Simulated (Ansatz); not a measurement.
The system is Te2Pt (Moncheite).

```
Pt Te
1.0
     4.01000    0.00000    0.00000
    -2.00500    3.47276    0.00000
     0.00000    0.00000    5.20100
Pt Te
1 2
Cartesian
  0.0000 0.0000 0.0000
  2.0050 1.1576 3.9007
  0.0000 2.3152 1.3002
```

Base run:

- Program: Ansatz 0.2.0
- Functional: LDA
- Potentials or basis: Ansatz PAW
- Cutoff: 420 eV (not typed: the program's choice for these potentials)
- k mesh: 8 × 8 × 5
- Occupations: fermi-dirac, width 0.05 eV
- Spin: no spin polarisation

Its results: band gap on the k mesh none (metal or under the smearing width); pressure 1.9 GPa; largest force 0.591 eV/Å.

**Question.** The run is repeated on the same cell with these changes: functional from LDA to PBE. What comes out?

**Answer.** Band gap on the k mesh none (metal or under the smearing width); pressure 8.7 GPa; largest force 0.994 eV/Å.

PBE binds less tightly than LDA, so the same cell stands under more pressure.

Caveats: spin-orbit coupling is left out, which moves the levels of the heavy elements; the PAW data sets come from PBE, with cores solved anew for the run's functional, which leaves a small shift of forces and pressure (some runs).
